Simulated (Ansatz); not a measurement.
Crystal: Te2Mo.

```
CELL_PARAMETERS angstrom
3.51820 0.00000 0.00000
-1.75910 3.04685 0.00000
0.00000 0.00000 13.97360
ATOMIC_POSITIONS crystal
Te 0.66667 0.33333 0.37900
Te 0.33333 0.66667 0.87900
Te 0.66667 0.33333 0.12100
Te 0.33333 0.66667 0.62100
Mo 0.66667 0.33333 0.75000
Mo 0.33333 0.66667 0.25000
```

Base run:

- Program: Ansatz 0.2.0
- Functional: r2SCAN
- Potentials or basis: Ansatz PAW
- Cutoff: 500 eV (not typed: the program's choice for these potentials)
- k mesh: 9 × 9 × 2
- Occupations: fermi-dirac, width 0.05 eV
- Spin: no spin polarisation

Its results: band gap on the k mesh 0.89 eV, indirect (least direct gap 1.13 eV); pressure 2.2 GPa; largest force 0.078 eV/Å.

Q: After a change of settings the same cell gave: band gap on the k mesh 0.81 eV, indirect (least direct gap 1.04 eV); pressure 4.9 GPa; largest force 0.259 eV/Å. Which change was it?
A. functional from r2SCAN to LDA; cutoff from 500 eV (not typed: the program's choice for these potentials) to 420 eV (not typed: the program's choice for these potentials)
B. functional from r2SCAN to RPBE; cutoff from 500 eV (not typed: the program's choice for these potentials) to 420 eV (not typed: the program's choice for these potentials)
C. functional from r2SCAN to PBEsol; cutoff from 500 eV (not typed: the program's choice for these potentials) to 420 eV (not typed: the program's choice for these potentials)
D. functional from r2SCAN to BLYP; cutoff from 500 eV (not typed: the program's choice for these potentials) to 420 eV (not typed: the program's choice for these potentials)

A: B.

Caveats: the k mesh misses the band edges, so the gap on the mesh is wider than the one along the path; spin-orbit coupling is left out, which moves the levels of the heavy elements; the PAW data sets come from PBE, with cores solved anew for the run's functional, which leaves a small shift of forces and pressure; this functional lacks dispersion, which binds the layers, so the pressure and a relaxed spacing across them are unreliable (some runs).

Runs at the PBE level aren't shown here.
